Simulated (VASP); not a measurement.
Here is a VASP 6.6.1 calculation.

The input INCAR:

```
SYSTEM = Si7Ge
  ALGO = Normal
  EDIFF = 1E-6
  EDIFFG = -0.005
  ENCUT = 400
  GGA = PE
  IBRION = 2
  ISIF = 3
  ISMEAR = 0
  LASPH = .True.
  LCHARG = .False.
  LREAL = .False.
  LWAVE = .False.
  NELM = 60
  NSW = 40
  PREC = Accurate
  SIGMA = 0.01
```

The input KPOINTS:

```
k-points
0
Gamma
  6 6 6
  0 0 0
```

POSCAR

```
Si7Ge
1.0
    0.0000000000      5.4787000000      5.4787000000
    5.4787000000      0.0000000000      5.4787000000
    5.4787000000      5.4787000000      0.0000000000
Si Ge
14 2
Direct
    0.0000000000      0.0000000000      0.0000000000
    0.0000000000      0.5000000000      0.0000000000
    0.0000000000      0.5000000000      0.5000000000
    0.1250000000      0.1250000000      0.1250000000
    0.1250000000      0.1250000000      0.6250000000
    0.1250000000      0.6250000000      0.1250000000
    0.1250000000      0.6250000000      0.6250000000
    0.5000000000      0.0000000000      0.0000000000
    0.5000000000      0.0000000000      0.5000000000
    0.5000000000      0.5000000000      0.0000000000
    0.5000000000      0.5000000000      0.5000000000
    0.6250000000      0.1250000000      0.1250000000
    0.6250000000      0.1250000000      0.6250000000
    0.6250000000      0.6250000000      0.1250000000
    0.0000000000      0.0000000000      0.5000000000
    0.6250000000      0.6250000000      0.6250000000
```

Potentials or basis: VASP PAW PBE potentials, release 64 (Si, Ge_d).

Run with:

```sh
$ cat potpaw_PBE.64/Si/POTCAR potpaw_PBE.64/Ge_d/POTCAR > POTCAR
$ mpirun -np 1 vasp_std > vasp.out
```

Problem. Predict the relaxed volume.

Solution. 20.78 Å³/atom.

Problem. Predict the relaxed cell.

Solution. a = 7.776 Å, b = 7.776 Å, c = 7.775 Å, α = 60.00°, β = 60.00°, γ = 60.00°.

Final structure:
```
Si Ge
1.0
     0.00000    5.49820    5.49820
     5.49820    0.00000    5.49820
     5.49805    5.49805    0.00015
Si Ge
14 2
Direct
  0.00010 0.00010 0.00000
  0.00010 0.49979 0.00000
  0.00457 0.49845 0.49853
  0.12651 0.12651 0.12046
  0.12655 0.12655 0.62647
  0.12521 0.62490 0.12500
  0.12655 0.62043 0.62647
  0.49979 0.00010 0.00000
  0.49845 0.00457 0.49853
  0.49849 0.49849 0.00454
  0.49845 0.49845 0.49853
  0.62490 0.12521 0.12500
  0.62043 0.12655 0.62647
  0.62490 0.62490 0.12500
  0.00005 0.00005 0.49986
  0.62495 0.62495 0.62514
```
